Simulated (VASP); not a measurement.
# Si, NMR shieldings and orbital susceptibility: which settings are enough?

Si, Fd-3m (no. 227), 2 atoms in the cell. PBE, GIPAW shieldings; PAW potentials Si (PBE set). VASP 6.6.1.

Wanted: orbital susceptibility within 0.5 1e-6 cm³ per mole of cells/atom.

POSCAR:
```
Si
1.0
    0.0000000000      2.7218511865      2.7218511865
    2.7218511865      0.0000000000      2.7218511865
    2.7218511865      2.7218511865      0.0000000000
Si
2
Direct
    0.5000000000      0.5000000000      0.5000000000
    0.7500000000      0.7500000000      0.7500000000
```

The series start from ENCUT (eV): 400; k mesh: 9 × 9 × 9; EDIFF (eV): 1e-8; PREC: Accurate; Projectors: LREAL = F, NLSPLINE = T; LNMR_SYM_RED: yes; ALGO: Normal; ICHIBARE: 2. Each series keeps the choices made before it, and each single choice may use up half of a tolerance.

## ENCUT (eV)

| ENCUT (eV) | Orbital susceptibility (1e-6 cm³ per mole of cells/atom) | Time (s) |
|---|---|---|
| 250 | -49.45 | 72 |
| 350 | -49.55 | 116 |
| 400 | -49.60 | 195 |
| 450 | -49.59 | 191 |
| 500 | -49.59 | 214 |
| 600 (reference) | -49.61 | 279 |

Chosen: 250, the loosest value from which every tighter one stays within half of the tolerance.

## k mesh

| k mesh | Orbital susceptibility (1e-6 cm³ per mole of cells/atom) | Time (s) |
|---|---|---|
| 2 × 2 × 2 | -1055.06 | 8.7 |
| 3 × 3 × 3 | -555.19 | 10 |
| 4 × 4 × 4 | -344.21 | 17 |
| 5 × 5 × 5 | -229.41 | 21 |
| 6 × 6 × 6 | -156.83 | 33 |
| 7 × 7 × 7 | -107.51 | 42 |
| 9 × 9 × 9 | -49.45 | 72 |
| 10 × 10 × 10 | -33.15 | 98 |
| 12 × 12 × 12 (reference) | -14.78 | 147 |

Chosen: 12 × 12 × 12; the next looser run is off by more than half of the tolerance, so convergence isn't shown beyond this value.

## EDIFF (eV)

| EDIFF (eV) | Orbital susceptibility (1e-6 cm³ per mole of cells/atom) | Time (s) |
|---|---|---|
| 0.0001 | -12.75 | 87 |
| 1e-5 | -12.27 | 104 |
| 1e-6 | -14.32 | 114 |
| 1e-7 | -14.66 | 132 |
| 1e-8 | -14.78 | 147 |
| 1e-9 (reference) | -14.80 | 158 |

Chosen: 1e-7.

## PREC

| PREC | Orbital susceptibility (1e-6 cm³ per mole of cells/atom) | Time (s) |
|---|---|---|
| Accurate | -14.66 | 132 |
| Normal | -14.65 | 72 |

Chosen: Normal, the fastest of those that stay within half of the tolerance.

## Projectors

| Projectors | Orbital susceptibility (1e-6 cm³ per mole of cells/atom) | Time (s) |
|---|---|---|
| LREAL = F, NLSPLINE = T | -14.65 | 72 |
| LREAL = Auto | -14.65 | 96 |
| LREAL = F, NLSPLINE = F | -14.50 | 74 |

Chosen: LREAL = F, NLSPLINE = T; no other choice that stays within half of the tolerance saves 30 % of the time.

## LNMR_SYM_RED

| LNMR_SYM_RED | Orbital susceptibility (1e-6 cm³ per mole of cells/atom) | Time (s) |
|---|---|---|
| yes | -14.65 | 72 |
| no | -14.65 | 73 |

Chosen: yes.

## ALGO

| ALGO | Orbital susceptibility (1e-6 cm³ per mole of cells/atom) | Time (s) |
|---|---|---|
| Normal | -14.65 | 72 |
| Fast | -14.66 | 74 |
| All | -14.64 | 74 |

Chosen: Normal.

## ICHIBARE

| ICHIBARE | Orbital susceptibility (1e-6 cm³ per mole of cells/atom) | Time (s) |
|---|---|---|
| 2 | -14.65 | 72 |
| 1 | -14.65 | 48 |

Chosen: 1.

## All choices together

| Input | Orbital susceptibility (1e-6 cm³ per mole of cells/atom) | Time (s) |
|---|---|---|
| defaults but for LCHIMAG, on a 7 × 7 × 7 mesh (naive) | 1728.29 | 19 |
| chosen settings | -14.65 | 48 |
| reference settings throughout | -14.84 | 658 |

The chosen settings stay within the tolerance of the reference run, but the reference itself isn't shown to be converged in: k mesh.

## The input

INCAR:
```
GGA = PE ; PREC = Normal
ENCUT = 250 ; EDIFF = 1E-7
LREAL = F ; LASPH = T
ALGO = Normal ; NELM = 120
LWAVE = F ; LCHARG = F
LCHIMAG = T ; LNMR_SYM_RED = T
NLSPLINE = T ; ISMEAR = 0
SIGMA = 0.01 ; KPAR = 2
ICHIBARE = 1
```

KPOINTS:
```
Automatic mesh
0
Gamma
  12 12 12
  0 0 0
```

Commands:
```
cat potpaw_PBE.64/Si/POTCAR > POTCAR
mpirun -np 2 vasp_std > vasp.out
```

Limits: The pGv and vGv forms of the susceptibility differ by more than 5 %, and the shieldings take over part of that uncertainty through the G = 0 term.

The chosen input took VASP 6.6.1 48 s on 2 cores (AMD EPYC 7R13 (Zen 3)), a shared host.

## An input that fails: threshold far too loose

It runs to its end, but against the unchanged starting input it is off by 6.15 1e-6 cm³ per mole of cells/atom in the orbital susceptibility.

Changes against the starting input:
```
- EDIFF = 1e-08
+ EDIFF = 0.01
```
